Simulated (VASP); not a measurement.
Tm:

```
Tm
1.0
     0.00000    2.46803    2.46803
     2.46803    0.00000    2.46803
     2.46803    2.46803    0.00000
Tm
1
Direct
  0.00000 0.00000 0.00000
```

This isn't the form of Tm at room conditions, which is hcp.

- Program: VASP 6.6.1
- Task: relaxation of cell and atoms
- Functional: LDA
- Potentials or basis: VASP PAW PBE potentials, release 64 (Tm_3), 4f in core
- Cutoff: 600 eV
- k mesh: 9 × 9 × 9
- Occupations: methfessel-paxton, width 0.1 eV
- Spin: collinear spin, random start
- Starting moments: [0.56] μB
- Hubbard terms: Tm f U = 5 eV, J = 1.0 eV

At the start: pressure -4.7 GPa; volume 30.07 Å³/atom.

Question: How do energy, volume and symmetry change on relaxing?

Answer: Over 3 steps the energy falls by 51.1 meV/atom and the volume is 26.87 Å³/atom (-10.6 %); space group Fm-3m (No. 225, to 0.05 Å); moment 0.00 μB per cell.

The path:
```tsv
step	energy change (eV)	largest force (eV/Å)	pressure (GPa)	volume (Å³)
1	0.0000	0.0000	-4.73	30.07
2	-0.0495	0.0000	1.01	26.36
3	-0.0511	0.0000	0.04	26.87
```

Final structure:
```
Tm
1.0
     0.00000    2.37715    2.37715
     2.37715    0.00000    2.37715
     2.37715    2.37715    0.00000
Tm
1
Direct
  0.00000 0.00000 0.00000
```

Caveat: the magnetic or orbital state may not be the lowest; U is put on an f shell that these potentials keep in the core, so it has next to no effect; the PAW data sets were made with another functional, which shifts forces and pressure a little.
